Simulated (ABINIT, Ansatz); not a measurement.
**KBr (Fm-3m): the LO frequency by hand**

Aim: work out the LO frequency and the static dielectric constant of KBr (Fm-3m) from one linear-response run, then check them.

Method: DFT LDA, scalar-relativistic, plane waves, PseudoDojo norm-conserving pseudopotentials, in ABINIT 10.8.3.

**1. The relaxed structure**

It takes space group Fm-3m (No. 225, cubic). Conventional cell: a = 6.370 Å, b = 6.370 Å, c = 6.370 Å, α = 90.00°, β = 90.00°, γ = 90.00°. Nearest to K lie 6 Br at 3.19 Å. Nearest to Br lie 6 K at 3.19 Å. Farther neighbours and most contacts between anions are not listed.

This is the cell after its relaxation at this level of theory, not the database cell from which that began.

**2. What the response run gave**

A linear-response run on the relaxed cell, with the response to an electric field; only its zone-centre results are used. Cutoff 32 Ha, k mesh 4×4×4 with shifts.

Numbers of over 12 decimals in the logs are rounded to 6 here.

Log:

```text
[banners, grids, parts of the stress and lines that vanish by symmetry left out]
- input  file    -> dfpt_gamma.abi
- output file    -> dfpt_gamma.abo
- root for input  files -> dfpt_gammai
[...]
DATASET    1 : space group Fm -3 m (#225); Bravais cF (face-center cubic)
[...]
nfft =       91125          nkpt =         128
[...]
DATASET    2 : space group Fm -3 m (#225); Bravais cF (face-center cubic)
[...]
nfft =       91125          nkpt =         128
[...]
DATASET    3 : space group Fm -3 m (#225); Bravais cF (face-center cubic)
[...]
mpw =        3779          nfft =       91125          nkpt =         128
[...]
== DATASET  1 ==================================================================
[...]
cutoff_energies: {ecut:  32.0, pawecutdg:  -1.0, }
[...]
- 35.00000   7.00000  180309                  znucl, zion, pspdat
[...]
Perturbation : derivative vs k along direction   1
[...]
-ETOT  1  -12.532018484986     -1.253E+01 4.145E-02 0.000E+00
 ETOT  2  -12.586724930970     -5.471E-02 1.135E-03 0.000E+00
 ETOT  3  -12.587296170974     -5.712E-04 2.015E-05 0.000E+00
 ETOT  4  -12.587304030455     -7.859E-06 7.329E-07 0.000E+00
 ETOT  5  -12.587304164293     -1.338E-07 2.259E-08 0.000E+00
[...]
At SCF step   14   max residual=  9.98E-21 < tolwfr=  1.00E-20 =>converged.
[...]
Perturbation : derivative vs k along direction   2
[...]
-ETOT  1  -12.532018484767     -1.253E+01 4.145E-02 0.000E+00
[...]
At SCF step   14   max residual=  9.96E-21 < tolwfr=  1.00E-20 =>converged.
[...]
Perturbation : derivative vs k along direction   3
[...]
-ETOT  1  -12.532018484547     -1.253E+01 4.145E-02 0.000E+00
[...]
At SCF step   14   max residual=  9.98E-21 < tolwfr=  1.00E-20 =>converged.
[...]
1        1       1.3488785374   -0.0000000000
     1        2      -0.6744392687    0.0000000000
     1        3      -0.6744392687    0.0000000000
     2        1      -0.6744392687    0.0000000000
     2        2       1.3488785374   -0.0000000000
     2        3       0.6744392687   -0.0000000000
     3        1      -0.6744392687    0.0000000000
     3        2       0.6744392687   -0.0000000000
     3        3       1.3488785374   -0.0000000000
[...]
== DATASET  2 ==================================================================
[...]
cutoff_energies: {ecut:  32.0, pawecutdg:  -1.0, }
[...]
Perturbation : displacement of atom   1   along direction   1
[...]
1    4   1    4         2.7590983608        -0.0000000000
   1    4   2    4         0.0000000000        -0.0000000000
   1    4   3    4         0.0000000000        -0.0000000000
   2    4   1    4         0.0000000000        -0.0000000000
   2    4   2    4         2.7590983608        -0.0000000000
   2    4   3    4        -0.0000000000        -0.0000000000
   3    4   1    4         0.0000000000        -0.0000000000
   3    4   2    4        -0.0000000000        -0.0000000000
   3    4   3    4         2.7590983608        -0.0000000000
  Effective charges, in cartesian coordinates,
[...]
1    1   1    4         1.1020480772         0.0000000000
   2    1   1    4        -0.0000000000         0.0000000000
   3    1   1    4         0.0000000000         0.0000000000
   1    2   1    4        -1.1016702516         0.0000000000
   2    2   1    4        -0.0000000000         0.0000000000
[...]
Effective charges, in cartesian coordinates,
[...]
2    4   1    2        -0.0000000000         0.0000000000
   3    4   1    2         0.0000000000         0.0000000000
   1    4   2    2        -0.0000000000         0.0000000000
   2    4   2    2        -1.1016701813         0.0000000000
   3    4   2    2         0.0000000000         0.0000000000
   1    4   3    2         0.0000000000         0.0000000000
   2    4   3    2        -0.0000000000         0.0000000000
   3    4   3    2        -1.1016701813         0.0000000000
  Phonon wavevector (reduced coordinates) :  0.00000  0.00000  0.00000
 Phonon energies in Hartree :
[...]
Phonon frequencies in cm-1    :
-  3.711235E-01  3.711236E-01  3.711240E-01  1.300380E+02  1.300380E+02
-  1.300380E+02
  Phonon at Gamma, with non-analyticity in the
[...]
Phonon energies in Hartree :
[...]
Phonon frequencies in cm-1    :
-  3.711235E-01  3.711236E-01  3.713444E-01  1.300380E+02  1.300380E+02
-  1.722626E+02
  Phonon at Gamma, with non-analyticity in the
[...]
Phonon energies in Hartree :
[...]
Phonon frequencies in cm-1    :
-  3.711235E-01  3.711240E-01  3.713440E-01  1.300380E+02  1.300380E+02
-  1.722626E+02
  Phonon at Gamma, with non-analyticity in the
[...]
Phonon energies in Hartree :
[...]
Phonon frequencies in cm-1    :
-  3.711236E-01  3.711240E-01  3.713439E-01  1.300380E+02  1.300380E+02
-  1.722626E+02
[...]
== DATASET  3 ==================================================================
[...]
cutoff_energies: {ecut:  32.0, pawecutdg:  -1.0, }
[...]
1          1       -0.000000000       -0.000000000       -0.000000000
[...]
1          2       -0.000000000       -0.000000000       -0.000000000
[...]
1          3       -0.000000000       -0.000000000       -0.000000000
[...]
2          1       -0.000000000       -0.000000000       -0.000000000
[...]
2          2       -0.000000000       -0.000000000       -0.000000000
[...]
2          3       -0.000000000       -0.000000000       -0.000000000
[...]
strten2     0.0000000000E+00  0.0000000000E+00  0.0000000000E+00
           strten3     0.0000000000E+00  0.0000000000E+00  0.0000000000E+00
================================================================================
```

| quantity | value |
| --- | --- |
| cell volume Ω (Å³) | 64.622 |
| mass of K (u) | 39.098 |
| mass of Br (u) | 79.904 |
| Born charge of K, raw (e) | 1.102 |
| Born charge of Br, raw (e) | -1.102 |
| ε∞ | 2.759 |
| ω(TO) after the sum rule (cm⁻¹) | 130.0 |

**3. The calculation**

The charges must sum to zero over the cell; taking off their mean, 0.000 e, leaves Z* = 1.102 e on K. In the polar mode K moves against Br, so the reduced mass is μ = 39.10 × 79.90 / 119.00 = 26.253 u.

A longitudinal wave builds up a field that adds to the restoring force: ω(LO)² = ω(TO)² + 4π Z*² / (μ Ω ε∞), in Hartree atomic units. With μ = 47855 electron masses and Ω = 436.09 bohr³ the second term is 2.6496e-07 Ha², or 12763 cm⁻² (1 Ha = 219474.6 cm⁻¹).

So ω(LO) = √(16910 + 12763) = 172.3 cm⁻¹, and by the Lyddane-Sachs-Teller relation ε₀ = ε∞ (ω(LO)/ω(TO))² = 4.84.

**4. Check against the program**

The analysis program adds the same non-analytic term to the full matrix.

Log:

```text
[banners, grids, parts of the stress and lines that vanish by symmetry left out]
-outvars_anaddb: echo values of input variables ----------------------

 Flags :
[...]
Dielectric Tensor and Effective Charges
[...]
Effective charge tensors after
[...]
1          1       -0.000000000       -0.000000000       -0.000000000
[...]
1          2       -0.000000000       -0.000000000       -0.000000000
[...]
1          3       -0.000000000       -0.000000000       -0.000000000
[...]
2          1       -0.000000000       -0.000000000       -0.000000000
[...]
2          2       -0.000000000       -0.000000000       -0.000000000
[...]
2          3       -0.000000000       -0.000000000       -0.000000000
[...]
Phonon wavevector (reduced coordinates) :  0.00000  0.00000  0.00000
 Phonon energies in Hartree :
[...]
Phonon energies in meV     :
-  0.000000E+00  0.000000E+00  0.000000E+00  1.612252E+01  1.612252E+01
-  1.612252E+01
 Phonon frequencies in cm-1    :
-  0.000000E+00  0.000000E+00  0.000000E+00  1.300369E+02  1.300369E+02
-  1.300369E+02
 Phonon frequencies in Thz     :
-  0.000000E+00  0.000000E+00  0.000000E+00  3.898409E+00  3.898409E+00
-  3.898409E+00
 Phonon energies in Kelvin  :
-  0.000000E+00  0.000000E+00  0.000000E+00  1.870941E+02  1.870941E+02
-  1.870941E+02
[...]
-  1  0.00000000E+00  0.00000000E+00 -2.14704983E-03
-     0.00000000E+00  0.00000000E+00  0.00000000E+00
-  2  0.00000000E+00  0.00000000E+00 -2.14705091E-03
-     0.00000000E+00  0.00000000E+00  0.00000000E+00
[...]
-  1  0.00000000E+00  2.14704983E-03  0.00000000E+00
-     0.00000000E+00  0.00000000E+00  0.00000000E+00
-  2  0.00000000E+00  2.14705091E-03  0.00000000E+00
-     0.00000000E+00  0.00000000E+00  0.00000000E+00
[...]
-  1  2.14704984E-03  0.00000000E+00  0.00000000E+00
-     0.00000000E+00  0.00000000E+00  0.00000000E+00
-  2  2.14705091E-03  0.00000000E+00  0.00000000E+00
-     0.00000000E+00  0.00000000E+00  0.00000000E+00
[...]
-  1  0.00000000E+00 -2.91874024E-07 -3.06935883E-03
-     0.00000000E+00  0.00000000E+00  0.00000000E+00
-  2  0.00000000E+00  1.42818537E-07  1.50188542E-03
-     0.00000000E+00  0.00000000E+00  0.00000000E+00
[...]
-  1  0.00000000E+00  3.06935883E-03 -2.91873088E-07
-     0.00000000E+00  0.00000000E+00  0.00000000E+00
-  2  0.00000000E+00 -1.50188542E-03  1.42818080E-07
-     0.00000000E+00  0.00000000E+00  0.00000000E+00
[...]
-  1  3.06935885E-03  0.00000000E+00  0.00000000E+00
-     0.00000000E+00  0.00000000E+00  0.00000000E+00
-  2 -1.50188542E-03  0.00000000E+00  0.00000000E+00
[...]
-  2.135721E+01
 Phonon frequencies in cm-1    :
-  0.000000E+00  0.000000E+00  0.000000E+00  1.300369E+02  1.300369E+02
-  1.722575E+02
 Phonon frequencies in Thz     :
-  0.000000E+00  0.000000E+00  0.000000E+00  3.898409E+00  3.898409E+00
-  5.164150E+00
 Phonon energies in Kelvin  :
-  0.000000E+00  0.000000E+00  0.000000E+00  1.870941E+02  1.870941E+02
-  2.478401E+02
[...]
-  1  0.00000000E+00  0.00000000E+00 -2.14704983E-03
[...]
-  2  0.00000000E+00  0.00000000E+00 -2.14705091E-03
[...]
Phonon at Gamma, with non-analyticity in the
[...]
Phonon energies in Hartree :
[...]
Phonon energies in meV     :
-  0.000000E+00  0.000000E+00  0.000000E+00  1.612252E+01  1.612252E+01
-  2.135721E+01
 Phonon frequencies in cm-1    :
-  0.000000E+00  0.000000E+00  0.000000E+00  1.300369E+02  1.300369E+02
-  1.722575E+02
 Phonon frequencies in Thz     :
-  0.000000E+00  0.000000E+00  0.000000E+00  3.898409E+00  3.898409E+00
-  5.164150E+00
 Phonon energies in Kelvin  :
-  0.000000E+00  0.000000E+00  0.000000E+00  1.870941E+02  1.870941E+02
-  2.478401E+02
[...]
Phonon at Gamma, with non-analyticity in the
[...]
Phonon energies in Hartree :
[...]
Phonon energies in meV     :
-  0.000000E+00  0.000000E+00  0.000000E+00  1.612252E+01  1.612252E+01
-  2.135721E+01
 Phonon frequencies in cm-1    :
-  0.000000E+00  0.000000E+00  0.000000E+00  1.300369E+02  1.300369E+02
-  1.722575E+02
 Phonon frequencies in Thz     :
-  0.000000E+00  0.000000E+00  0.000000E+00  3.898409E+00  3.898409E+00
-  5.164150E+00
 Phonon energies in Kelvin  :
-  0.000000E+00  0.000000E+00  0.000000E+00  1.870941E+02  1.870941E+02
-  2.478401E+02
[...]
-  1  1.10706055E-06 -2.14704709E-03 -3.31663922E-06
[...]
-  2  1.10721592E-06 -2.14704802E-03 -3.31648607E-06
[...]
-  1  2.14704950E-03  1.10600119E-06  8.21289320E-07
[...]
-  2  2.14705042E-03  1.10584695E-06  8.21134939E-07
[...]
-  1  3.39089071E-04  1.98086143E-03 -2.31995050E-03
[...]
-  2 -1.65921600E-04 -9.69266565E-04  1.13518817E-03
[...]
-  1  2.48307493E-03 -1.53519721E-03 -9.47877715E-04
[...]
-  2 -1.21500750E-03  7.51196073E-04  4.63811432E-04
[...]
-         0.000000000       0.000000000       0.000000000
-         0.000000000       0.000000000       0.000000000
[...]
-         0.000000000       0.000000000       0.000000000
-         0.000000000       0.000000000       0.000000000
-         0.000000000       0.000000000       0.000000000
[...]
-         0.000000000       0.000000000       0.000000000
-         0.000000000       0.000000000       0.000000000
-         0.000000000       0.000000000       0.000000000
[...]
Direction                     Dielectric constant
[...]
0.00000   0.00000   1.00000      4.84161279
   1.00000   1.00000   1.00000      4.84161279
-
```

| quantity | by hand | program |
| --- | --- | --- |
| ω(LO) (cm⁻¹) | 172.3 | 172.3 |
| ε₀ | 4.84 | 4.84 |

**5. Outcome**

```json
{
 "TO mode": "130.0 cm⁻¹",
 "LO mode": "172.3 cm⁻¹",
 "static dielectric constant": "4.842"
}
```

The LO mode of KBr (Fm-3m) lies at 172 cm⁻¹, 42 cm⁻¹ above the TO mode; the formula meets the program within 0.1 cm⁻¹, as it must for a cubic crystal with one polar mode. ω(LO)² − ω(TO)² goes with Z*²/ε∞: an error of 5 % in ε∞ would move the LO mode by 1.8 cm⁻¹, and semilocal functionals tend to overestimate ε∞. These are harmonic values at zero temperature, at the volume of this functional, for the structure held cubic; stability elsewhere in the zone is no part of this calculation.

[Host names and launcher messages were left out of these logs when they were recorded.]

[Logs are printed without paths, hosts, clocks, repeated set-up lines and the standing remarks that a program may print on its own settings, such as how far it seeks lower states.]

[Hosts, paths, dates, database ids (printed as entryN), source tags and the programs' standing remarks are cut or masked in the printed files.]
